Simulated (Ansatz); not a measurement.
## Nuclear-site quantities of KCl as the cell is scaled

```
CELL_PARAMETERS angstrom
0.00000 3.15610 3.15610
3.15610 0.00000 3.15610
3.15610 3.15610 0.00000
ATOMIC_POSITIONS crystal
K 0.00000 0.00000 0.00000
Cl 0.50000 0.50000 0.50000
```

Atoms are numbered in the order listed.

The conventional cell has a = 6.312 Å, b = 6.312 Å, c = 6.312 Å, α = 90.00°, β = 90.00°, γ = 90.00°. Around K (atom 1) lie 6 Cl at 3.16 Å. Cl (atom 2) is surrounded by 6 K at 3.16 Å.

The structure is an experimental refinement, used without relaxation.

Computed with DFT, PBE, all-electron PAW with datasets made for the crystal, scalar-relativistic in Ansatz 0.2.0.

Settings: a Γ-centred 7×7×7 k mesh, Fermi–Dirac smearing of 0.03 eV, cutoff 220 eV (chosen by the program for this cell), no spin polarisation.

The contact density is the mean electron density over the nuclear volume; its changes follow the s electrons' response to bonding and compression. Changes below are taken from the unscaled cell, where it is 34807.4 e/Å³ at K1, 24118.1 e/Å³ at Cl2.

| V/V(cell) | P (GPa) | Δρ(0) K1 (e/Å³) | Δρ(0) Cl2 (e/Å³) |
| --- | --- | --- | --- |
| 0.9405 | 1.9 | ? | -0.14 |
| 1.0000 | 0.6 | 0.00 | 0.00 |
| 1.0600 | -0.4 | ? | ? |

Q: Give the missing entry: row "1.0600", column "Δρ(0) K1 (e/Å³)".

A: -0.16.

Q: Give the missing entry: row "1.0600", column "Δρ(0) Cl2 (e/Å³)".

A: 0.14.

Q: Give the missing entry: row "0.9405", column "Δρ(0) K1 (e/Å³)".

A: 0.18.

The datasets are made afresh for each cell, so very small changes are uncertain.
